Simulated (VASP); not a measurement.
# Mg2ZnO3 (P-3m1) in VASP: single point with PBEsol

Aim: the single point of Mg2ZnO3 with PBEsol.

Everything below comes from runs of VASP 6.6.1. Logs are shortened: lines on timing, memory, paths and dates and some standing lists are left out, and cuts for length are marked.

## Step 1: The structure

Symmetry: P-3m1, No. 164, trigonal system. Conventional cell: a = 3.033 Å, b = 3.033 Å, c = 7.403 Å, α = 90.00°, β = 90.00°, γ = 120.00°. Around Mg (site symmetry 3m) lie 6 O at 2.12 to 2.14 Å. Around Zn (site symmetry -3m) lie 6 O at 2.17 Å. Around O (site symmetry 3m) lie 3 Mg at 2.12 Å and 3 Zn at 2.17 Å. Around O (site symmetry -3m) lie 6 Mg at 2.14 Å.

The cell comes from a database or a generator and needn't be the stable form of this composition.

## Step 2: Single point, PBEsol

Input file INCAR:

```
SYSTEM = Mg2ZnO3
PREC = Accurate
ENCUT = 520
EDIFF = 1E-6
ISMEAR = 0
SIGMA = 0.1
LREAL = .False.
LASPH = .True.
NELM = 80
ALGO = Normal
ISIF = 2
LWAVE = .False.
LCHARG = .False.
GGA = PS
NBANDS = 26
```

Input file KPOINTS:

```
regular mesh
0
Gamma
  6 6 4
  0 0 0
```

Input file POSCAR:

```
Mg2ZnO3
1.0
    3.0329985910      0.0000000000      0.0000000000
   -1.5164992955      2.6266538294      0.0000000000
    0.0000000000      0.0000000000      7.4033160000
Mg Zn O
2 1 3
Direct
    0.3333333300      0.6666666700      0.6658000000
    0.6666666700      0.3333333300      0.3342000000
    0.0000000000      0.0000000000      0.0000000000
    0.3333333300      0.6666666700      0.1726190000
    0.6666666700      0.3333333300      0.8273810000
    0.0000000000      0.0000000000      0.5000000000
```

Potentials or basis: VASP PAW PBE potentials, release 64 (Mg, Zn, O).

Command:

```
$ cat potpaw_PBE.64/Mg/POTCAR potpaw_PBE.64/Zn/POTCAR potpaw_PBE.64/O/POTCAR > POTCAR
$ mpirun -np 1 vasp_std > vasp.out
```

OUTCAR:

```text
SYSTEM = Mg2ZnO3
   PREC = Accurate
   ENCUT = 520
   EDIFF = 1E-6
   ISMEAR = 0
   LREAL = .False.
   LASPH = .True.
   NELM = 80
   ISIF = 2
   GGA = PS

 ion  position               nearest neighbor table
   1  0.333  0.667  0.666-   5 2.12   5 2.12   5 2.12   6 2.14   6 2.14   6 2.14   2 3.02   2 3.02
                             2 3.02   3 3.03   3 3.03   3 3.03
   2  0.667  0.333  0.334-   4 2.12   4 2.12   4 2.12   6 2.14   6 2.14   6 2.14   1 3.02   1 3.02
                             1 3.02   3 3.03   3 3.03   3 3.03
   3  0.000  0.000  0.000-   4 2.17   5 2.17   4 2.17   5 2.17   5 2.17   4 2.17   1 3.03   2 3.03
                             1 3.03   2 3.03   1 3.03   2 3.03
   4  0.333  0.667  0.173-   2 2.12   2 2.12   2 2.12   3 2.17   3 2.17   3 2.17
   5  0.667  0.333  0.827-   1 2.12   1 2.12   1 2.12   3 2.17   3 2.17   3 2.17
   6  0.000  0.000  0.500-   1 2.14   2 2.14   1 2.14   2 2.14   2 2.14   1 2.14

  LATTYP: Found a hexagonal cell.
 ALAT       =     3.0329985910
 C/A-ratio  =     2.4409229935

  Lattice vectors:

 A1 = (   3.0329985910,   0.0000000000,   0.0000000000)
 A2 = (  -1.5164992955,   2.6266538294,   0.0000000000)
 A3 = (   0.0000000000,   0.0000000000,   7.4033160000)

Analysis of symmetry for initial positions (statically):
=====================================================================
 Subroutine PRICEL returns:
 Original cell was already a primitive cell.

 Routine SETGRP: Setting up the symmetry group for a
 hexagonal supercell.

 Subroutine GETGRP returns: Found 12 space group operations
 (whereof 12 operations were pure point group operations)
 out of a pool of 24 trial point group operations.

The static configuration has the point symmetry D_3d.

Analysis of symmetry for dynamics (positions and initial velocities):
=====================================================================
 Subroutine PRICEL returns:
 Original cell was already a primitive cell.

 Routine SETGRP: Setting up the symmetry group for a
 hexagonal supercell.

 Subroutine GETGRP returns: Found 12 space group operations
 (whereof 12 operations were pure point group operations)
 out of a pool of 24 trial point group operations.

The dynamic configuration has the point symmetry D_3d.

 Subroutine INISYM returns: Found 12 space group operations
 (whereof 12 operations are pure point group operations),
 and found     1 'primitive' translations

----------------------------------------------------------------------------------------

[... 104 lines left out ...]
   NFREE  =      0    steps in history (QN), initial steepest desc. (CG)
   ISIF   =      2    stress and relaxation
   ISYM   =      2    0-nonsym 1-usesym 2-fastsym
   POTIM  = 0.5000    time-step for ionic-motion
   TEBEG  =    0.0;   TEEND  =   0.0 temperature during run
   PSTRESS=    0.0 pullay stress
   NELECT =      34.0000    total number of electrons
   NUPDOWN=      -1.0000    fix difference up-down
   EMIN   =  10.00;   EMAX   =-10.00  energy-range for DOS
   EFERMI =   0.00;   METHOD = LEGACY
   ISMEAR =     0;   SIGMA  =   0.10  broadening in eV -4-tet -1-fermi 0-gaus
   EFERMI_NEDOS =   21; number of points for ismear=-14 and -15
   IALGO  =     38    algorithm
   IMIX   =      4    mixing-type and parameters
     AMIX     =   0.40;   BMIX     =  1.00
     AMIX_MAG =   1.60;   BMIX_MAG =  1.00
  volume/ion in A,a.u.               =       9.83        66.34
  Fermi-wavevector in a.u.,A,eV,Ry     =   1.362492  2.574737 25.257651  1.856385
  Thomas-Fermi vector in A             =   2.488977
   LORBIT       =      0    0 simple, 1 ext, 2 COOP (PROOUT), +10 PAW based schemes
   GGA     = PS    functional components
   LHFCALC =     F    Hartree Fock is set to
   AEXX    =    0.0000 exact exchange contribution
   IVDW    =     0    specifies the selected vdW correction
   LEPSILON=     F    determine dielectric tensor
   LRPA    =     F    only Hartree local field effects (RPA)
 non-spin polarized calculation
 Gauss-broadening in eV      SIGMA  =   0.10
  energy-cutoff  :      520.00
  volume of cell :       58.98
 maximum number of plane-waves:      1612
 NGX is ok and might be reduce to    24
   NGX = 11   NGY = 11   NGZ = 27

 number of electron      34.0000020 magnetization

 Free energy of the ion-electron system (eV)
  ---------------------------------------------------
  ext. energy  EPLUGINS =         0.00000000
  ---------------------------------------------------
  free energy    TOTEN  =       -34.48475962 eV

  energy without entropy =      -34.48475962  energy(sigma->0) =      -34.48475962

 E-fermi :   3.1091     XC(G=0): -11.5546

 val. band max:        2.6665177092   @ k =   0.0000   0.0000   0.5000
 cond. band min:       5.4513375798   @ k =   0.0000   0.0000   0.0000
 fundamental gap:      2.7848198706
 Fermi energy:         3.1090783430

 k-point     1 :       0.0000    0.0000    0.0000
  band No.  band energies     occupation
      1     -14.8460      2.00000
      2     -14.0217      2.00000
      3     -13.7965      2.00000
      4      -2.8622      2.00000
      5      -2.0303      2.00000
      6      -2.0303      2.00000
[... 685 lines left out ...]
     25      14.4971      0.00000
     26      14.5087      0.00000

------------------------ aborting loop because EDIFF is reached ----------------------------------------

  FORCE on cell =-STRESS in cart. coord.  units (eV):
  Direction    XX          YY          ZZ          XY          YZ          ZX
  --------------------------------------------------------------------------------------
  -------------------------------------------------------------------------------------
  Total       -2.1351682     -2.1351682     -2.1807029      0.0000000      0.0000000      0.0000000
  in kB      -58.0017822    -58.0017822    -59.2387324      0.0000000      0.0000000      0.0000000
  external PRESSURE =     -58.4140989 kB  Pullay stress =       0.0000000 kB

 VOLUME and BASIS-vectors are now :
 -----------------------------------------------------------------------------
  energy-cutoff  :      520.00
  volume of cell :       58.98
      direct lattice vectors                 reciprocal lattice vectors
     3.032998591  0.000000000  0.000000000     0.329706714  0.190356260  0.000000000
    -1.516499296  2.626653829  0.000000000     0.000000000  0.380712521  0.000000000
     0.000000000  0.000000000  7.403316000     0.000000000  0.000000000  0.135074607

 POSITION                                       TOTAL-FORCE (eV/Angst)
 -----------------------------------------------------------------------------------
     -0.00000      1.75110      4.92913        -0.000000     -0.000000      0.013180
      1.51650      0.87555      2.47419        -0.000000      0.000000     -0.013180
      0.00000      0.00000      0.00000        -0.000000      0.000000      0.000000
     -0.00000      1.75110      1.27795        -0.000000     -0.000000     -0.102223
      1.51650      0.87555      6.12536         0.000000      0.000000      0.102223
      0.00000      0.00000      3.70166        -0.000000      0.000000      0.000000
 -----------------------------------------------------------------------------------
    total drift:                                0.000000     -0.000000      0.000000

  FREE ENERGIE OF THE ION-ELECTRON SYSTEM (eV)
  ---------------------------------------------------
  free  energy   TOTEN  =       -34.4847596230 eV

  energy  without entropy=      -34.4847596230  energy(sigma->0) =      -34.48475962
```

OSZICAR:

```text
N       E                     dE             d eps       ncg     rms          rms(c)
DAV:   1     0.268505712978E+03    0.26851E+03   -0.16715E+04  1248   0.150E+03
DAV:   2    -0.935848211366E+01   -0.27786E+03   -0.25455E+03  1328   0.361E+02
DAV:   3    -0.383309050414E+02   -0.28972E+02   -0.28582E+02  1504   0.118E+02
DAV:   4    -0.388316863731E+02   -0.50078E+00   -0.49982E+00  1456   0.160E+01
DAV:   5    -0.388350094192E+02   -0.33230E-02   -0.33227E-02  1448   0.141E+00    0.126E+01
DAV:   6    -0.344891887194E+02    0.43458E+01   -0.11367E+01  1824   0.600E+01    0.679E+00
DAV:   7    -0.345515747998E+02   -0.62386E-01   -0.19327E+00  1330   0.114E+01    0.426E+00
DAV:   8    -0.345123242323E+02    0.39251E-01   -0.38391E-01  1496   0.556E+00    0.113E+00
DAV:   9    -0.344847733271E+02    0.27551E-01   -0.59383E-02  1830   0.372E+00    0.317E-01
DAV:  10    -0.344847527736E+02    0.20553E-04   -0.21466E-02  1324   0.976E-01    0.868E-02
DAV:  11    -0.344847437536E+02    0.90200E-05   -0.42586E-04  1698   0.283E-01    0.298E-02
DAV:  12    -0.344847633924E+02   -0.19639E-04   -0.95528E-05  1708   0.216E-01    0.167E-02
DAV:  13    -0.344847595332E+02    0.38592E-05   -0.21287E-05  1744   0.877E-02    0.507E-03
DAV:  14    -0.344847596230E+02   -0.89804E-07   -0.30233E-06  1406   0.154E-02
   1 F= -.34484760E+02 E0= -.34484760E+02  d E =-.259322E-11
```

stdout:

```text
POSCAR found type information on POSCAR MgZnO
 POSCAR found :  3 types and       6 ions
 scaLAPACK will be used
 -----------------------------------------------------------------------------
|                                                                             |
|                                                                             |
|     You enforced a specific xc type in the INCAR file but a different       |
|     I HOPE YOU KNOW WHAT YOU ARE DOING!                                     |
|                                                                             |
 -----------------------------------------------------------------------------

 LDA part: xc-table for (Slater+PW92), standard interpolation
 POSCAR, INCAR and KPOINTS ok, starting setup
 FFT: planning ... GRIDC
 FFT: planning ... GRID_SOFT
 FFT: planning ... GRID
 WAVECAR not read
 entering main loop
```

Wall time 27 s (1 thread of Intel Xeon 6975P-C (Granite Rapids), shared host); peak memory 0.19 GiB.

Results:

```
Free energy            : -34.4848 eV
Pressure               : -5.8 GPa
Largest force          : 0.102 eV/Å
Band gap on the k mesh : 2.78 eV, indirect (least direct gap 2.87 eV)
```

Forces on the atoms (eV/Å):
```
Mg   0.000  0.000  0.013
Mg   0.000  0.000 -0.013
Zn   0.000  0.000  0.000
O    0.000  0.000 -0.102
O    0.000  0.000  0.102
O    0.000  0.000  0.000
```

Caveat: the PAW data sets were made with another functional, which shifts forces and pressure a little.
